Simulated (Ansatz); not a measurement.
MoP:

```
Mo P
1.0
     3.22300    0.00000    0.00000
    -1.61150    2.79120    0.00000
     0.00000    0.00000    3.19100
Mo P
1 1
Direct
  0.00000 0.00000 0.00000
  0.33333 0.66667 0.50000
```

Program: Ansatz 0.2.0. Alike in all runs: task band structure; potentials or basis Ansatz PAW; no spin polarisation; cell as given; smearing fermi-dirac 0.05 eV. Hardware: 2 threads of Intel(R) Xeon(R) Processor @ 2.50GHz (Skylake/Cascade Lake) (shared host).

Problem. Order these runs on this cell by their wall time, lowest first.
A. level HSEsol; k mesh 5 × 5 × 4; cutoff (eV) 420; points for each segment of the path 4; mesh quality coarse
B. level r2SCAN; k mesh 10 × 10 × 8; cutoff (eV) 500; points for each segment of the path 14; mesh quality not flagged
C. level revPBE; k mesh 10 × 10 × 8; cutoff (eV) 420; points for each segment of the path 14; mesh quality not flagged

Solution. C (9.6 s), B (23 s), A (250 s).

Caveats: some runs use coarse meshes.

Runs at the PBE level aren't shown here.
